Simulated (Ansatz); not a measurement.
**Moving the functional in P**

It takes space group R-3m (No. 166, trigonal). The conventional cell has a = 3.451 Å, b = 3.451 Å, c = 9.389 Å, α = 90.00°, β = 90.00°, γ = 120.00°. P (site symmetry 3m) is surrounded by 3 P at 2.29 Å.

This isn't the form of P at room conditions, which is orthorhombic.

Kept alike: task band structure; k mesh 9 × 9 × 9; occupations fermi-dirac, width 0.05 eV; no spin polarisation. Program: Ansatz, Ansatz PAW. Cutoffs run from 420 to 500 eV. The mesh is that of the run's cell of 2 atoms. No spin-orbit coupling.

| functional | pressure (GPa) |
| --- | --- |
| LDA | -3.00 |
| PBEsol | -1.77 |
| r2SCAN | 0.71 |

Pressure is positive in compression, with a Pulay correction for the finite cutoff. For a metal such a mesh leaves the last digits unconverged. All rows use potentials made for PBE.

The pressure runs from -3.00 (LDA) to 0.71 GPa (r2SCAN).
